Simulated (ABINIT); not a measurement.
# Nb in ABINIT: the effect of functional

The system is Nb.

```
CELL_PARAMETERS angstrom
-1.66395 1.66395 1.66395
1.66395 -1.66395 1.66395
1.66395 1.66395 -1.66395
ATOMIC_POSITIONS crystal
Nb 0.00000 0.00000 0.00000
```

Alike in all runs:

- Program: ABINIT 10.8.3 (patched build)
- Task: band structure
- Potentials or basis: JTH PAW PBE v2.0
- Cutoff: 517 eV
- k mesh: 11 × 11 × 11
- Occupations: fermi-dirac, width 0.05 eV
- Spin: no spin polarisation

| functional | pressure (GPa) |
| --- | --- |
| PBE | -2.3 |
| LDA | -11.8 |
| PBEsol | -8.1 |
| RPBE | 0.5 |
| BLYP | 3.8 |
| AM05 | -8.5 |
| r2SCAN | -3.6 |
| SCAN | ? |
| revPBE | -0.3 |
| PW91 | -2.5 |
| WC | -7.2 |

What does the run with functional SCAN give?

Pressure -4.7 GPa.

Caveats: the PAW data sets were made with another functional, which shifts forces and pressure a little (some runs).
